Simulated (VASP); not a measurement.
# VASP 6.6.1, PBE relaxation of cell and atoms, TePb (rocksalt)

INCAR

```
SIGMA = 0.02
NELM = 120
EDIFFG = -5E-3
LCHARG = .FALSE.
NBANDS = 17
LASPH = .TRUE.
EDIFF = 1E-7
ENCUT = 600
IBRION = 2
NSW = 40
ISIF = 3
LREAL = .FALSE.
ISMEAR = -1
PREC = Accurate
GGA = PE
LWAVE = .FALSE.
```

KPOINTS

```
KPOINTS created by Atomic Simulation Environment
0
Gamma
6 6 6
0 0 0
```

POSCAR

```
Pb Te
 1.0000000000000000
     0.0000000000000000    3.0166510000000000    3.0166510000000000
     3.0166510000000000    0.0000000000000000    3.0166510000000000
     3.0166510000000000    3.0166510000000000    0.0000000000000000
 Pb  Te
   1   1
Cartesian
  0.0000000000000000  0.0000000000000000  0.0000000000000000
  3.0166510000000000  3.0166510000000000  3.0166510000000000
```

VASP ran with the recommended PBE PAW datasets (20 valence electrons in the cell).

Command

```
mpirun -np 1 vasp_std
```

OSZICAR

```
N       E                     dE             d eps       ncg     rms          rms(c)
DAV:   1     0.156315652282E+03    0.15632E+03   -0.98997E+03   552   0.124E+03
DAV:   2     0.308604147021E+01   -0.15323E+03   -0.14945E+03   583   0.313E+02
DAV:   3    -0.738274740515E+01   -0.10469E+02   -0.10419E+02   695   0.865E+01
DAV:   4    -0.765758675937E+01   -0.27484E+00   -0.27473E+00   717   0.157E+01
DAV:   5    -0.766791294593E+01   -0.10326E-01   -0.10325E-01   803   0.267E+00    0.303E+00
DAV:   6    -0.752549301797E+01    0.14242E+00   -0.32056E-01   787   0.375E+00    0.184E+00
DAV:   7    -0.752169649372E+01    0.37965E-02   -0.88884E-02   660   0.139E+00    0.900E-01
DAV:   8    -0.752411219699E+01   -0.24157E-02   -0.11070E-02   653   0.106E+00    0.184E-01
DAV:   9    -0.752383182449E+01    0.28037E-03   -0.18577E-03   825   0.444E-01    0.786E-02
DAV:  10    -0.752388326662E+01   -0.51442E-04   -0.19310E-04   607   0.993E-02    0.189E-02
DAV:  11    -0.752388757098E+01   -0.43044E-05   -0.52951E-05   758   0.622E-02    0.158E-02
DAV:  12    -0.752388710636E+01    0.46461E-06   -0.37071E-06   621   0.968E-03    0.115E-02
DAV:  13    -0.752388632442E+01    0.78194E-06   -0.10985E-06   680   0.704E-03    0.264E-03
DAV:  14    -0.752388639258E+01   -0.68163E-07   -0.48566E-07   669   0.471E-03
   1 F= -.75238864E+01 E0= -.75238864E+01  d E =-.752389E+01
       N       E                     dE             d eps       ncg     rms          rms(c)
DAV:   1    -0.752420294361E+01   -0.31662E-03   -0.93688E-03   686   0.146E+00    0.930E-02
DAV:   2    -0.752394362049E+01    0.25932E-03   -0.49319E-04   698   0.346E-01    0.347E-02
DAV:   3    -0.752389642658E+01    0.47194E-04   -0.19097E-04   694   0.195E-01    0.683E-03
DAV:   4    -0.752389561446E+01    0.81212E-06   -0.32207E-06   562   0.168E-02    0.507E-03
DAV:   5    -0.752389427461E+01    0.13398E-05   -0.89426E-07   677   0.853E-03    0.134E-03
DAV:   6    -0.752389432023E+01   -0.45617E-07   -0.79427E-08   292   0.446E-03
   2 F= -.75238943E+01 E0= -.75238943E+01  d E =-.792764E-05
```

From OUTCAR

```
k-points           NKPTS =     16   k-points in BZ     NKDIM =     16   number of bands    NBANDS=     17

   NELECT =      20.0000    total number of electrons

   dimension x,y,z NGX =    40 NGY =   40 NGZ =   40
   dimension x,y,z NGXF=    80 NGYF=   80 NGZF=   80

  energy-cutoff  :      600.00
  volume of cell :       70.87
      direct lattice vectors                 reciprocal lattice vectors
    -0.000000000  3.284637395  3.284637395    -0.152223804  0.152223804  0.152223804
     3.284637395  0.000000000  3.284637395     0.152223804 -0.152223804  0.152223804
     3.284637395  3.284637395  0.000000000     0.152223804  0.152223804 -0.152223804

 k-points in reciprocal lattice and weights: KPOINTS created by Atomic Simulation Env
   0.00000000  0.00000000  0.00000000       0.005
   0.16666667  0.00000000  0.00000000       0.037
   0.33333333  0.00000000  0.00000000       0.037
   0.50000000  0.00000000  0.00000000       0.019
   0.16666667  0.16666667  0.00000000       0.028
   0.33333333  0.16666667  0.00000000       0.111
   0.50000000  0.16666667  0.00000000       0.111
  -0.33333333  0.16666667  0.00000000       0.111
   ...

 E-fermi :   5.4047

 k-point     1 :       0.0000    0.0000    0.0000
  band No.  band energies     occupation
      1     -11.6488      2.00000
      2     -11.6488      2.00000
      3     -11.6431      2.00000
      4     -11.6431      2.00000
      5     -11.6431      2.00000
      6      -6.6193      2.00000
      7      -0.7160      2.00000
      8       3.8395      2.00000
      9       3.8395      2.00000
     10       3.8395      2.00000
     11       9.0206      0.00000
     12       9.0206      0.00000
     13       9.0206      0.00000
     14      10.9094      0.00000
     15      10.9094      0.00000
     16      10.9094      0.00000
     17      12.4043      0.00000

 k-point     2 :       0.1667    0.0000    0.0000
  band No.  band energies     occupation
      1     -11.6513      2.00000
      2     -11.6513      2.00000
      3     -11.6425      2.00000
      4     -11.6399      2.00000
      5     -11.6399      2.00000
      6      -6.3995      2.00000
      7      -1.3364      2.00000
      8       3.9068      2.00000
      9       3.9068      2.00000
     10       4.1527      2.00000
     11       7.8973      0.00000
     12       8.1522      0.00000
     13       8.1522      0.00000
     14      10.7762      0.00000
     15      11.3965      0.00000
     16      11.3965      0.00000
     17      13.8790      0.00000

 k-point     3 :       0.3333    0.0000    0.0000
  band No.  band energies     occupation
      1     -11.6574      2.00000
      2     -11.6574      2.00000
      3     -11.6413      2.00000
      4     -11.6326      2.00000
      5     -11.6326      2.00000
      6      -5.8052      2.00000
      7      -2.5719      2.00000
      8       4.1062      2.00000
      9       4.1062      2.00000
     10       4.6563      2.00000
     11       6.5106      0.00000
     12       6.9363      0.00000
     13       6.9363      0.00000
     14      11.6560      0.00000
     15      12.7118      0.00000
     16      12.7118      0.00000
     17      15.7511      0.00000

 k-point     4 :       0.5000    0.0000    0.0000
  band No.  band energies     occupation
      1     -11.6604      2.00000
      2     -11.6604      2.00000
      3     -11.6408      2.00000
      4     -11.6288      2.00000
      5     -11.6288      2.00000
      6      -5.3106      2.00000
      7      -3.3380      2.00000
      8       4.2656      2.00000
      9       4.2656      2.00000
     10       4.9946      2.00000
     11       5.8267      0.00000
     12       6.3899      0.00000
     13       6.3899      0.00000
     14      13.3362      0.00000
     15      14.1338      0.00000
     16      14.2576      0.00000
     17      14.2576      0.00000

 k-point     5 :       0.1667    0.1667    0.0000
  band No.  band energies     occupation
      1     -11.6575      2.00000
      2     -11.6465      2.00000
      3     -11.6451      2.00000
      4     -11.6381      2.00000
      5     -11.6381      2.00000
      6      -6.3281      2.00000
      7      -1.3787      2.00000
      8       3.4386      2.00000
      9       3.4386      2.00000
     10       4.7361      2.00000
     11       6.8024      0.00000
     12       9.1417      0.00000
     13       9.1417      0.00000
     14       9.8137      0.00000
     15      12.1774      0.00000
     16      12.1774      0.00000
     17      12.9132      0.00000

 k-point     6 :       0.3333    0.1667    0.0000
  band No.  band energies     occupation
      1     -11.6658      2.00000
      2     -11.6490      2.00000
      3     -11.6443      2.00000
      4     -11.6336      2.00000
      5     -11.6312      2.00000
      6      -5.8641      2.00000
      7      -2.1840      2.00000
      8       3.2894      2.00000
      9       3.3451      2.00000
     10       3.9537      2.00000
     11       7.2118      0.00000
     12       8.4256      0.00000
     13       8.5545      0.00000
     14      10.0025      0.00000
     15      13.1864      0.00000
     16      13.4741      0.00000
     17      14.5430      0.00000

 k-point     7 :       0.5000    0.1667    0.0000
  band No.  band energies     occupation
      1     -11.6684      2.00000
      2     -11.6548      2.00000
      3     -11.6401      2.00000
      4     -11.6315      2.00000
      5     -11.6276      2.00000
      6      -5.2756      2.00000
      7      -3.0888      2.00000
      8       2.9151      2.00000
      9       3.5591      2.00000
     10       3.8613      2.00000
     11       7.2052      0.00000
     12       7.4954      0.00000
     13       8.2126      0.00000
     14      11.3753      0.00000
     15      13.9186      0.00000
     16      14.4253      0.00000
     17      14.8556      0.00000

 k-point     8 :      -0.3333    0.1667    0.0000
  band No.  band energies     occupation
      1     -11.6627      2.00000
      2     -11.6578      2.00000
      3     -11.6387      2.00000
      4     -11.6316      2.00000
      5     -11.6313      2.00000
      6      -5.4375      2.00000
      7      -2.9099      2.00000
      8       2.6011      2.00000
      9       4.1330      2.00000
     10       4.5341      2.00000
     11       6.5009      0.00000
     12       6.7320      0.00000
     13       8.9023      0.00000
     14      11.8618      0.00000
     15      12.6417      0.00000
     16      13.7561      0.00000
     17      15.1412      0.00000

 k-point     9 :      -0.1667    0.1667    0.0000
  band No.  band energies     occupation
      1     -11.6559      2.00000
      2     -11.6542      2.00000
      3     -11.6416      2.00000
      4     -11.6376      2.00000
      5     -11.6341      2.00000
      6      -6.0532      2.00000
      7      -1.9963      2.00000
      8       2.9892      2.00000
      9       4.3590      2.00000
     10       4.8304      2.00000
     11       6.5730      0.00000
     12       6.8997      0.00000
     13       9.1359      0.00000
     14      10.9805      0.00000
     15      11.5362      0.00000
     16      13.1779      0.00000
     17      13.4256      0.00000

 k-point    10 :       0.3333    0.3333    0.0000
  band No.  band energies     occupation
      1     -11.6812      2.00000
      2     -11.6490      2.00000
      3     -11.6419      2.00000
      4     -11.6276      2.00000
      5     -11.6276      2.00000
      6      -5.5925      2.00000
      7      -2.1045      2.00000
      8       2.3722      2.00000
      9       2.7694      2.00000
     10       2.7694      2.00000
     11       8.8369      0.00000
     12       9.1372      0.00000
     13       9.8012      0.00000
     14       9.8012      0.00000
     15      13.9176      0.00000
     16      14.0916      0.00000
     17      14.8541      0.00000

 k-point    11 :       0.5000    0.3333    0.0000
  band No.  band energies     occupation
      1     -11.6864      2.00000
      2     -11.6470      2.00000
      3     -11.6443      2.00000
      4     -11.6260      2.00000
      5     -11.6244      2.00000
      6      -5.1750      2.00000
      7      -2.5400      2.00000
      8       1.4577      2.00000
      9       2.7685      2.00000
     10       2.8653      2.00000
     11       8.8446      0.00000
     12       9.2979      0.00000
     13       9.6889      0.00000
     14      10.4275      0.00000
     15      14.5288      0.00000
     16      15.0506      0.00000
     17      15.7378      0.00000

 ...

  Total       -0.0047866     -0.0047866     -0.0047866      0.0000000     -0.0000000      0.0000000
  in kB       -0.1082040     -0.1082040     -0.1082040      0.0000000     -0.0000000      0.0000000
  external PRESSURE =      -0.1082040 kB  Pullay stress =       0.0000000 kB

 POSITION                                       TOTAL-FORCE (eV/Angst)
 -----------------------------------------------------------------------------------
     -0.00000      3.28464      3.28464         0.000000      0.000000      0.000000
      3.28464      3.28464      3.28464        -0.000000     -0.000000     -0.000000
 -----------------------------------------------------------------------------------
    total drift:                               -0.000000     -0.000000     -0.000000

  FREE ENERGIE OF THE ION-ELECTRON SYSTEM (eV)
  ---------------------------------------------------
  free  energy   TOTEN  =        -7.5238943202 eV

  energy  without entropy=       -7.5238943202  energy(sigma->0) =       -7.52389432
```

```
ionic step  ΔE (meV/atom)  volume (Å³)  largest force (eV/Å)  pressure (GPa)  electronic steps
         1            0.0        70.78                 0.000            0.04                14
         2            0.0        70.87                 0.000           -0.01                 6
```

CONTCAR

```
Pb Te
   1.00000000000000
    -0.0000000000000000    3.2846373953129140    3.2846373953129140
     3.2846373953129140    0.0000000000000000    3.2846373953129140
     3.2846373953129140    3.2846373953129140    0.0000000000000000
  Pb              Te
     1     1
Direct
     1.0000000000000000    0.0000000000000000    0.0000000000000000
     0.5000000000000000    0.5000000000000000    0.5000000000000000

  0.00000000E+00  0.00000000E+00  0.00000000E+00
  0.00000000E+00  0.00000000E+00  0.00000000E+00
```

```
relaxed cell vector lengths : 4.645, 4.645, 4.645 Å
relaxed cell volume         : 70.87 Å³
```

The run was restarted once from its relaxed cell; OSZICAR and OUTCAR are the second run's.

The run (the restart alone) took about 42 s on one core of a shared host (Intel Xeon Platinum 8488C) and held 0.25 GiB at most.
